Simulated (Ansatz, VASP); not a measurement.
Two plane-wave programs on Hf

File INCAR:

```
ALGO = Normal
EDIFF = 1E-6
ENCUT = 520
GGA = PS
ISIF = 2
ISMEAR = 0
LASPH = T
LCHARG = F
LREAL = F
LWAVE = F
NBANDS = 11
NELM = 100
PREC = Accurate
SIGMA = 0.1
```

KPOINTS

```
k-points
0
Gamma
  16 16 16
```

File POSCAR:

```
Hf
1.0
    0.0000000000      2.1658320000      2.1658320000
    2.1658320000      0.0000000000      2.1658320000
    2.1658320000      2.1658320000      0.0000000000
Hf
1
Direct
    0.0000000000      0.0000000000      0.0000000000
```

Input for Ansatz:

```yaml
crystal:
  lattice:
    - [0.0, 2.165832, 2.165832]
    - [2.165832, 0.0, 2.165832]
    - [2.165832, 2.165832, 0.0]
  atoms:
    - { symbol: Hf, position: [0.0, 0.0, 0.0] }
basis:
  ecutwfc: 420
kpoints:
  mp_grid: { grid: [16, 16, 16] }
hamiltonian:
  xc: pbesol
scf:
  occupations: { method: gaussian, width: 0.1 }
output:
  forces: true
  stress: true
  eigenvalues: true
```

Alike in both runs: task single point; functional PBEsol; k mesh 16 × 16 × 16; occupations gaussian, width 0.1 eV; no spin polarisation.

|  | VASP | Ansatz |
| --- | --- | --- |
| version | VASP 6.6.1 | Ansatz 0.2.0 |
| potentials or method | VASP PAW PBE potentials, release 64 (Hf_pv) | scalar-relativistic, plane waves, PAW |
| plane-wave cutoff (eV) | 520 | 420 |
| valence electrons in the cell | 10 | 26 |

Ansatz gave:

- gap on the k mesh at the Fermi level (eV): none
- pressure (GPa): 7.0

**Question.** Estimate VASP's values.

**Answer.** gap on the k mesh at the Fermi level (eV): none; pressure (GPa): 6.7.

A gap of «none» marks a metal or a gap that the smearing closes. The functional is the same, so the differences come from potentials, cutoffs and numerics. The two sets of potentials don't hold the same shells in valence.

Caveats: the PAW data sets were made with another functional, which shifts forces and pressure a little (VASP). Spin-orbit coupling is left out, which matters for the levels of Hf.
